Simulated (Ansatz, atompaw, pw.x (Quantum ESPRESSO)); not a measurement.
# Equation-of-state test of one PAW (atompaw) potential (molybdenum (Mo))

- Element: Mo (Z = 42)
- Generator: atompaw 4.2.0.5
- Type: PAW
- Functional: PBE
- Relativity: scalar-relativistic
- Frozen core: [Ar] 3d10
- Valence charge: 14
- Reference configuration: 4s2 4p6 4d5 5s0.5 5p0.5
- Partial waves: 4s (bound): rc 1.95 bohr; 5s (bound): rc 2.70 bohr; 4p (bound): rc 2.10 bohr; 5p (bound): rc 2.70 bohr; 4d (bound): rc 2.70 bohr; 4d channel at 3.85 Ry: rc 2.70 bohr
- Local potential: bessel scheme, radius 2.45 bohr
- Core correction: smooth core density matched at 1.50 bohr
- Augmentation charge: sinc compensation charge, radius 2.45 bohr; PAW radius 2.70 bohr; waves and projectors: custom rrkj gramschmidtortho

Crystal test: fcc Mo in pw.x 7.5, no spin, 14³ k-points, Fermi–Dirac smearing 0.01 Ry, cutoffs 45/450 Ry. The reference is all-electron LAPW (Ansatz 0.2.0) with the same functional, mesh and smearing; V0 and B0 come from Birch–Murnaghan fits to the pressures at five volumes. Errors are pseudo minus all-electron; Δ is the rms difference of the E(V) curves that follow from these fits, minima aligned, over ±6 % about the mean V0. Mesh and smearing are coarse, so the numbers serve the comparison and aren't converged zero-temperature values; the lattice is a test structure that the element need not adopt.

All-electron: a0 = 4.005 Å (V0 = 16.06 Å³/atom), B0 = 235.3 GPa.

Task: How far does the potential miss the all-electron equation of state?

Result: mean pressure error (GPa): +18.41. The pressure does not cross zero within the volumes sampled, so no fit is given. This is a poor potential for the solid.

| V (Å³/atom) | P all-electron (GPa) | P pseudo (GPa) |
| --- | --- | --- |
| 15.226 | 13.93 | 35.83 |
| 15.626 | 6.76 | 26.71 |
| 16.027 | 0.44 | 18.67 |
| 16.428 | -5.13 | 11.54 |
| 16.828 | -10.04 | 5.26 |

Task: At the middle volume, how do free energy and pressure move when the wave cutoff is lowered (ecutrho held at 450 Ry)?

Result:

```json
{"cutoff (Ry)": "20", "shift of F (meV/atom)": "+89.3", "shift of P (GPa)": "-0.72"}
{"cutoff (Ry)": "27", "shift of F (meV/atom)": "+29.3", "shift of P (GPa)": "-1.22"}
{"cutoff (Ry)": "36", "shift of F (meV/atom)": "+4.0", "shift of P (GPa)": "+0.04"}
```

The run at the middle volume (104 k-points, 7 iterations) took about 16 s on one core of a shared host (Intel(R) Xeon(R) Platinum 8259CL CPU @ 2.50GHz, 96 threads, 755 GiB, load 20).
